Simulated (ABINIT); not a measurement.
# SiS2 (Ibam) in ABINIT: equation of state

How stiff is SiS2 in PBE, and what volume does it want? The cell is scaled to several volumes.

Program: ABINIT 10.8.3 (patched build). These are calculated values, not measurements. Logs are shortened: lines on timing, memory, paths and dates and some standing lists are left out, and cuts for length are marked. The log counts tension as positive stress, the text compression.

### 1 The crystal as given

It takes space group Ibam (No. 72, orthorhombic). Conventional cell: a = 5.564 Å, b = 9.545 Å, c = 5.552 Å, α = 90.00°, β = 90.00°, γ = 90.00°. Around S (site symmetry m) lie 2 Si at 2.13 Å. Around Si (site symmetry 222) lie 4 S at 2.13 Å.

### 2 Equation of state, PBE

Input file run.abi:

```
# Datasets: one volume each
ndtset 7
getwfk -1
scalecart1 3*0.9795861087
scalecart2 3*0.9864848297
scalecart3 3*0.9932883884
scalecart4 3*1.0000000000
scalecart5 3*1.0066227096
scalecart6 3*1.0131594038
scalecart7 3*1.0196128224

# Pseudopotentials
pp_dirpath "./"
pseudos "S.GGA_PBE-JTH.xml, Si.GGA_PBE-JTH.xml"

# Structure
acell 3*1.0 Angstrom
rprim
    -2.7820000000     4.7725000000     2.7760000000
     2.7820000000    -4.7725000000     2.7760000000
     2.7820000000     4.7725000000    -2.7760000000
ntypat 2
znucl 16 14
natom 6
typat 1 1 1 1 2 2
xred
     0.3818000000     0.7088000000     0.0906000000
     0.6182000000     0.2912000000     0.9094000000
     0.8818000000     0.7912000000     0.6730000000
     0.1182000000     0.2088000000     0.3270000000
     0.2500000000     0.2500000000     0.0000000000
     0.7500000000     0.7500000000     0.0000000000
chkprim 0
chksymtnons 0
tolsym 1.0e-6

# Plane-wave basis
ecut 20.0
pawecutdg 40.0
pawxcdev 0

# k points
kptopt 1
ngkpt 7 7 7
nshiftk 1
shiftk 0.0 0.0 0.0

# Exchange and correlation
ixc 11

# Bands and occupations
nband 20
occopt 3
tsmear 0.05 eV

# SCF cycle
nstep 100
tolvrs 1.0e-9

# Output
iomode 3
prtwf 1
prtden 0
prteig 0
prtebands 0
enunit 2
```

Potentials or basis: JTH PAW PBE v2.0.

Started as:

```
$ abinit run.abi > log 2>&1
```

run.abo:

```text
.Version 10.8.3 of ABINIT
 DATASET    1 : space group Ib a m (# 72); Bravais oI (body-center ortho.)
================================================================================
 Values of the parameters that define the memory need for DATASET  1.
     intxc =       0    ionmov =       0      iscf =      17    lmnmax =       8
     lnmax =       4     mgfft =      48  mpssoang =       2    mqgrid =    3001
     natom =       6  nloc_mem =       2    nspden =       1   nspinor =       1
    nsppol =       1      nsym =       8    n1xccc =       1    ntypat =       2
    occopt =       3   xclevel =       2
       mpw =        4022          nfft =      110592          nkpt =          64
 PAW method is used; the additional fine FFT grid is defined by:
   mgfftf=        72    nfftf =    373248
================================================================================
================================================================================
[... 71 lines left out ...]
 DATASET    7 : space group Ib a m (# 72); Bravais oI (body-center ortho.)
================================================================================
 Values of the parameters that define the memory need for DATASET  7.
     intxc =       0    ionmov =       0      iscf =      17    lmnmax =       8
     lnmax =       4     mgfft =      48  mpssoang =       2    mqgrid =    3001
     natom =       6  nloc_mem =       2    nspden =       1   nspinor =       1
    nsppol =       1      nsym =       8    n1xccc =       1    ntypat =       2
    occopt =       3   xclevel =       2
       mpw =        4537          nfft =      110592          nkpt =          64
 PAW method is used; the additional fine FFT grid is defined by:
   mgfftf=        72    nfftf =    373248
================================================================================
================================================================================

--------------------------------------------------------------------------------
------------- Echo of variables that govern the present computation ------------
--------------------------------------------------------------------------------
 -outvars: echo values of preprocessed input variables --------
            acell      1.8897261259E+00  1.8897261259E+00  1.8897261259E+00 Bohr
              amu      3.20660000E+01  2.80855000E+01
          chkprim           0
      chksymtnons           0
             ecut      2.00000000E+01 Hartree
           enunit           2
           getwfk          -1
                       outvar_i_n : Printing only first  50 k-points.
              ixc          11
           jdtset        1    2    3    4    5    6    7
                       outvar_i_n : Printing only first  50 k-points.
         kptrlatt        7    0    0      0    7    0      0    0    7
          kptrlen1     7.19430727E+01
          kptrlen2     7.24497307E+01
          kptrlen3     7.29493999E+01
          kptrlen4     7.34423162E+01
          kptrlen5     7.39287033E+01
          kptrlen6     7.44087733E+01
          kptrlen7     7.48827273E+01
            natom           6
            nband          20
           ndtset           7
            ngfft          48      48      48
          ngfftdg          72      72      72
             nkpt          64
            nstep         100
             nsym           8
           ntypat           2
                       prtocc : prtvol=0, do not print more k-points.
           occopt           3
        pawecutdg      4.00000000E+01 Hartree
         pawxcdev           0
           prtden           0
        prtebands           0
           prteig           0
            rprim1    -2.7252085544E+00  4.6750747038E+00  2.7193310378E+00
                       2.7252085544E+00 -4.6750747038E+00  2.7193310378E+00
                       2.7252085544E+00  4.6750747038E+00 -2.7193310378E+00
            rprim2    -2.7444007962E+00  4.7079988497E+00  2.7384818872E+00
                       2.7444007962E+00 -4.7079988497E+00  2.7384818872E+00
                       2.7444007962E+00  4.7079988497E+00 -2.7384818872E+00
            rprim3    -2.7633282965E+00  4.7404688336E+00  2.7573685662E+00
                       2.7633282965E+00 -4.7404688336E+00  2.7573685662E+00
[... 21 lines left out ...]
                       1.5871614621E+00  5.7802623637E+00 -2.3210425108E-16
                       1.5871614621E+00  3.5698870438E+00  2.7193310378E+00
                       1.1380470923E+00  1.1051876600E+00  2.5791607038E-18
                       1.2851577155E-17  2.2046783600E-17  1.3596655189E+00
                       2.1480614844E-16  1.6692634259E-16  4.0789965566E+00
           xangst2     1.1460617725E+00 -1.1129709281E+00  2.7384818872E+00
                       1.5983390237E+00  5.8209697778E+00 -1.9652874111E-16
                       1.5983390237E+00  3.5950279217E+00  2.7384818872E+00
                       1.1460617725E+00  1.1129709281E+00 -1.1046838204E-16
                      -3.8556405730E-17  1.0908421376E-16  1.3692409436E+00
                       7.8004151281E-17 -3.8422466093E-17  4.1077228309E+00
           xangst3     1.1539658966E+00 -1.1206468323E+00  2.7573685662E+00
                       1.6093623999E+00  5.8611156659E+00 -7.1242984095E-17
                       1.6093623999E+00  3.6198220014E+00  2.7573685662E+00
                       1.1539658966E+00  1.1206468323E+00  1.8382894986E-17
                      -2.9929100682E-17  1.2208184426E-16  1.3786842831E+00
[... 52 lines left out ...]
                       2.2099538623E+00  2.1461447020E+00 -3.7808879690E-17
                      -1.1740620146E-16 -1.8504496421E-17  2.6403108318E+00
                      -2.8049624793E-16 -1.1537928413E-16  7.9209324953E+00
            xcart6     2.2243046141E+00 -2.1600810969E+00  5.3149123751E+00
                       3.1020953238E+00  1.1297479984E+01  1.2324967661E-17
                       3.1020953238E+00  6.9773177901E+00  5.3149123751E+00
                       2.2243046141E+00  2.1600810969E+00  2.2925287802E-16
                      -4.3114769594E-17 -7.3963061786E-17  2.6574561876E+00
                      -2.5877921521E-16 -8.8802300013E-16  7.9723685627E+00
            xcart7     2.2384725414E+00 -2.1738399462E+00  5.3487662329E+00
                       3.1218544255E+00  1.1369440395E+01 -9.0384115883E-17
                       3.1218544255E+00  7.0217605029E+00  5.3487662329E+00
                       2.2384725414E+00  2.1738399462E+00  1.5786552437E-16
                      -2.5475397619E-17 -4.3702852314E-17  2.6743831165E+00
                      -5.3892800667E-16 -9.8770029354E-16  8.0231493494E+00
             xred      3.8180000000E-01  7.0880000000E-01  9.0600000000E-02
                       6.1820000000E-01  2.9120000000E-01  9.0940000000E-01
                       8.8180000000E-01  7.9120000000E-01  6.7300000000E-01
                       1.1820000000E-01  2.0880000000E-01  3.2700000000E-01
                       2.5000000000E-01  2.5000000000E-01  4.7158141841E-18
                       7.5000000000E-01  7.5000000000E-01  3.5705598984E-17
            znucl       16.00000   14.00000

================================================================================

 chkinp: Checking input parameters for consistency, jdtset=   1.

 chkinp: Checking input parameters for consistency, jdtset=   2.
[... 40 lines left out ...]
 getcut: wavevector=  0.0000  0.0000  0.0000  ngfft=  72  72  72
         ecut(hartree)=     40.000   => boxcut(ratio)=   2.21019

 getcut : COMMENT -
  Note that boxcut > 2.2 ; recall that boxcut=Gcut(box)/Gcut(sphere) = 2
  is sufficient for exact treatment of convolution.
  Such a large boxcut is a waste : you could raise ecut
  e.g. ecut=   48.849314 Hartrees makes boxcut=2

--- Pseudopotential description ------------------------------------------------
- pspini: atom type   1  psp file is ./S.GGA_PBE-JTH.xml
 Pseudopotential format is: paw10
 basis_size (lnmax)=  4 (lmn_size=  8), orbitals=   0   0   1   1
 Spheres core radius: rc_sph= 1.90380259
 Shapefunction is SIN type: shapef(r)=[sin(pi*r/rshp)/(pi*r/rshp)]**2
 Radius for shape functions =  1.40128485
 Compensation charge density is not taken into account in XC energy/potential

- pspini: atom type   2  psp file is ./Si.GGA_PBE-JTH.xml
 Pseudopotential format is: paw10
 basis_size (lnmax)=  4 (lmn_size=  8), orbitals=   0   0   1   1
 Spheres core radius: rc_sph= 1.90944987
 Shapefunction is BESSEL type: shapef(r,l)=aa(1,l)*jl(q(1,l)*r)+aa(2,l)*jl(q(2,l)*r)
 Radius for shape functions =  1.60149249
 Compensation charge density is not taken into account in XC energy/potential

   7.16923841E+02                                ecore*ucvol(ha*bohr**3)
--------------------------------------------------------------------------------

[... 1560 lines left out ...]
-Cartesian components of stress tensor (GPa)         [Pressure= -1.7082E+00 GPa]
- sigma(1 1)=  1.18103614E+00  sigma(3 2)=  0.00000000E+00
- sigma(2 2)=  1.01012398E+00  sigma(3 1)=  0.00000000E+00
- sigma(3 3)=  2.93330938E+00  sigma(2 1)=  0.00000000E+00

== END DATASET(S) ==============================================================
================================================================================

 -outvars: echo values of variables after computation  --------
            acell      1.8897261259E+00  1.8897261259E+00  1.8897261259E+00 Bohr
           etotal1    -4.9402809467E+01
           etotal2    -4.9407161651E+01
           etotal3    -4.9410287408E+01
           etotal4    -4.9412299858E+01
           etotal5    -4.9413300706E+01
           etotal6    -4.9413392798E+01
           etotal7    -4.9412655534E+01
            fcart1     1.8391173901E-02 -1.7309863083E-02 -4.2102479504E-18
                      -1.8391173901E-02  1.7309863083E-02 -2.0550988906E-18
                      -1.8391173901E-02 -1.7309863083E-02  1.3887586346E-18
                       1.8391173901E-02  1.7309863083E-02  1.5024471582E-18
                       5.7824115740E-19  2.8040098869E-27  1.6870705297E-18
                       5.7824115991E-19 -2.3163559935E-27  1.6870705184E-18
            fcart2     1.2975544671E-02 -1.2150628038E-02  1.3633974683E-18
                      -1.2975544671E-02  1.2150628038E-02 -1.0742768756E-18
                      -1.2975544671E-02 -1.2150628038E-02 -7.6343410040E-19
                       1.2975544671E-02  1.2150628038E-02  1.8519295506E-19
[... 94 lines left out ...]
                       1.1694572203E+00  1.1356908668E+00 -2.0007597488E-17
                      -6.2128686188E-17 -9.7921577984E-18  1.3971923209E+00
                      -1.4843222205E-16 -6.1056087728E-17  4.1915769628E+00
           xangst6     1.1770513111E+00 -1.1430656894E+00  2.8125305049E+00
                       1.6415581503E+00  5.9783689440E+00  6.5220920068E-18
                       1.6415581503E+00  3.6922375652E+00  2.8125305049E+00
                       1.1770513111E+00  1.1430656894E+00  1.2131539850E-16
                      -2.2815353507E-17 -3.9139566719E-17  1.4062652525E+00
                      -1.3694006325E-16 -4.6992153411E-16  4.2187957574E+00
           xangst7     1.1845486553E+00 -1.1503465589E+00  2.8304451950E+00
                       1.6520142166E+00  6.0164487538E+00 -4.7829214321E-17
                       1.6520142166E+00  3.7157556360E+00  2.8304451950E+00
                       1.1845486553E+00  1.1503465589E+00  8.3538837826E-17
                      -1.3480999850E-17 -2.3126553480E-17  1.4152225975E+00
                      -2.8518841925E-16 -5.2266848619E-16  4.2456677925E+00
             xred      3.8180000000E-01  7.0880000000E-01  9.0600000000E-02
                       6.1820000000E-01  2.9120000000E-01  9.0940000000E-01
                       8.8180000000E-01  7.9120000000E-01  6.7300000000E-01
                       1.1820000000E-01  2.0880000000E-01  3.2700000000E-01
                       2.5000000000E-01  2.5000000000E-01  4.7158141841E-18
                       7.5000000000E-01  7.5000000000E-01  3.5705598984E-17
 Calculation completed.
```

Wall time 29 min (1 thread of Arm Neoverse V2, shared host); peak memory 0.35 GiB.

Results:

| Quantity | Value |
| --- | --- |
| Equilibrium volume | 25.36 Å³/atom |
| Bulk modulus at fixed shape and positions | 66 GPa |
| Pressure derivative of the bulk modulus | 4.1 |

Energy against volume, from the lowest point:
```csv
volume (Å³/atom),energy (meV/atom)
23.097,48.00
23.589,28.26
24.080,14.08
24.571,4.96
25.063,0.42
25.554,0.00
26.046,3.34
```

Caveat: pressures at fixed basis lie under the slope of the energies; the cell was scaled at fixed shape and fractional positions, which overstates the stiffness of a crystal with free parameters, most of all of layers and chains.
